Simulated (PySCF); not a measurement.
Dipole moment and polarisability across levels of theory

Compound: C3H4N2.
Bonds: C1–C2 (aromatic), C2–N3 (aromatic), N3–C4 (aromatic), C4–N5 (aromatic), C1–N5 (aromatic). Hydrogens: H6 on C1; H7 on C2; H8 on N3; H9 on C4.

PySCF, dipoles from the SCF density, polarisabilities from static response with core orbitals frozen. Geometry: PBE0-D3(BJ)/def2-SVP; no solvent, vibrations or thermal averaging.

Question: How do dipole and polarisability depend on functional and basis here?

Answer: 

```
              level  μ (D)  error (%)  α (Å³)  error (%)  anisotropy (Å³)
BHandHLYP/def2-SVPD  3.815       +4.0    6.82       -3.9             3.36
CAM-B3LYP/def2-SVPD  3.823       +4.2    6.90       -2.7             3.42
  wB97X-D/def2-SVPD  3.824       +4.3    6.93       -2.2             3.35
  LC-wPBE/def2-SVPD  3.877       +5.7    6.74       -5.0             3.28
        PBE0/6-31G*  3.765       +2.7    5.46      -23.0             4.33
      PBE0/def2-SVP  3.799       +3.6    5.74      -19.0             3.73
       PBE0/6-31+G*  3.909       +6.6    6.69       -5.6             3.33
   PBE0/aug-cc-pVDZ  3.748       +2.2    7.22       +1.8             3.37
     PBE0/def2-TZVP  3.769       +2.8    6.65       -6.2             3.48
    PBE0/def2-TZVPD  3.735       +1.9    7.18       +1.2             3.46
```

Reference dipole: 3.667 D (measured, gas; NIST CCCBDB Release 22 (SRD 101), experimental dipoles). Reference polarisability: 7.090 Å³ (measured, gas; NIST CCCBDB Release 22 (SRD 101), experimental polarizabilities). The anisotropy is √(½[(α1 − α2)² + (α2 − α3)² + (α3 − α1)²]). For the dipole, the smallest error is 1.9% (PBE0/def2-TZVPD) and the largest 6.6% (PBE0/6-31+G*). For the polarisability, the smallest error is 1.2% (PBE0/def2-TZVPD) and the largest 23.0% (PBE0/6-31G*). The dipole runs from 3.73 D (PBE0/def2-TZVPD) to 3.91 D (PBE0/6-31+G*). In one basis (def2-SVPD) the functionals order the polarisability from LC-wPBE (lowest) to wB97X-D (highest), a spread of 3%. With PBE0 the polarisability is 5.95 Å³ without diffuse functions (mean of 6-31G*, def2-SVP and def2-TZVP) and 7.03 Å³ with them (mean of 6-31+G*, aug-cc-pVDZ and def2-TZVPD). Measured values can belong to vibrating molecules; the computed ones are for one fixed geometry.
